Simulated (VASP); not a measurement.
**AlN: band structure with HSE06**

Crystal: AlN.

```
Al N
1.0
     0.00000    2.03452    2.03452
     2.03452    0.00000    2.03452
     2.03452    2.03452    0.00000
Al N
1 1
Direct
  0.50000 0.50000 0.50000
  0.00000 0.00000 0.00000
```

Measurements of this composition are mostly on another form, of space group No. 186.

| Item | Value |
| --- | --- |
| Program | VASP 6.6.1 |
| Task | band structure |
| Functional | HSE06 |
| Potentials or basis | VASP PAW PBE potentials, release 64 (Al, N) |
| Cutoff | 520 eV |
| k mesh | 8 × 8 × 8 |
| Occupations | gaussian, width 0.02 eV |
| Spin | no spin polarisation |
| Grid for exact exchange (PRECFOCK) | Fast |
| Screening parameter | 0.2 1/A |
| Further INCAR settings | ALGO = Normal; EDIFF = 1e-06 |

```
Pressure                : -7.6 GPa
Band gap on the k mesh  : 5.79 eV, indirect (least direct gap 6.92 eV)
Band gap along the path : 5.79 eV, indirect (least direct gap 6.92 eV)
```

Levels at the corners of the path, in eV from the valence-band top:
```tsv
point	band 1	band 2	band 3	band 4	band 5	band 6	band 7	band 8
Γ	-19.05	0.00	0.00	0.00	6.92	13.75	13.75	13.75
X	-14.63	-7.89	-3.00	-3.00	5.79	6.66	16.01	19.19
X	-14.63	-7.89	-3.00	-3.00	5.79	6.66	16.01	19.19
W	-14.47	-6.07	-6.07	-4.14	9.53	12.36	12.36	13.80
W	-14.47	-6.07	-6.07	-4.14	9.53	12.36	12.36	13.80
K	-14.61	-6.96	-5.80	-2.45	7.14	10.80	14.63	16.43
K	-14.61	-6.96	-5.80	-2.45	7.14	10.80	14.63	16.43
Γ	-19.05	0.00	0.00	0.00	6.92	13.75	13.75	13.75
Γ	-19.05	0.00	0.00	0.00	6.92	13.75	13.75	13.75
L	-15.65	-8.88	-1.12	-1.12	7.42	12.45	12.45	15.24
L	-15.65	-8.88	-1.12	-1.12	7.42	12.45	12.45	15.24
U	-14.61	-6.96	-5.80	-2.45	7.14	10.80	14.63	16.43
U	-14.61	-6.96	-5.80	-2.45	7.14	10.80	14.63	16.43
W	-14.47	-6.07	-6.07	-4.14	9.53	12.36	12.36	13.80
W	-14.47	-6.07	-6.07	-4.14	9.53	12.36	12.36	13.80
L	-15.65	-8.88	-1.12	-1.12	7.42	12.45	12.45	15.24
L	-15.65	-8.88	-1.12	-1.12	7.42	12.45	12.45	15.24
K	-14.61	-6.96	-5.80	-2.45	7.14	10.80	14.63	16.43
U	-14.61	-6.96	-5.80	-2.45	7.14	10.80	14.63	16.43
X	-14.63	-7.89	-3.00	-3.00	5.79	6.66	16.01	19.19
```

It took 9.3 min on 1 thread of Intel(R) Xeon(R) 6975P-C (Granite Rapids), on a shared host, peak memory 0.28 GiB.

Caveat: the PAW data sets were made with another functional, which shifts forces and pressure a little.
